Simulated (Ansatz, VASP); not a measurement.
## GaP in VASP and in Ansatz

```
CELL_PARAMETERS angstrom
1.94302 1.12180 6.43081
-1.94302 1.12180 6.43081
0.00000 -2.24360 6.43081
ATOMIC_POSITIONS crystal
Ga 0.43537 0.43537 0.43537
Ga 0.56463 0.56463 0.56463
P 0.05739 0.05739 0.05739
P 0.94261 0.94261 0.94261
```

Alike in both runs: task single point; functional PBE; k mesh 3 × 3 × 3; occupations gaussian, width 0.02 eV; no spin polarisation.

```csv
,VASP,Ansatz
version,VASP 6.6.1,Ansatz 0.2.0
potentials or method,"VASP PAW PBE potentials, release 64 (Ga_d, P)","scalar-relativistic, plane waves, PAW"
plane-wave cutoff (eV),520,420
valence electrons in the cell,36,36
```

Ansatz gave:

* gap on the k mesh at the Fermi level (eV): 1.10
* least direct gap on the mesh (eV): 1.11
* pressure (GPa): 0.7
* largest component of the traceless stress (GPa): 1.81
* rms of the force components (eV/Å): 0.021

Q: Estimate VASP's values.

A: gap on the k mesh at the Fermi level (eV): 1.09; least direct gap on the mesh (eV): 1.11; pressure (GPa): 0.7; largest component of the traceless stress (GPa): 1.87; rms of the force components (eV/Å): 0.036.

Atom by atom the forces differ by 0.016 eV/Å (rms over components).

Caveats: the k mesh is coarse (spacing up to 0.63 Å⁻¹), so the values aren't converged; an odd mesh through Γ misses points on the zone boundary, where band edges often lie. A hybrid or GW would open this gap; PBE tends to underestimate it.
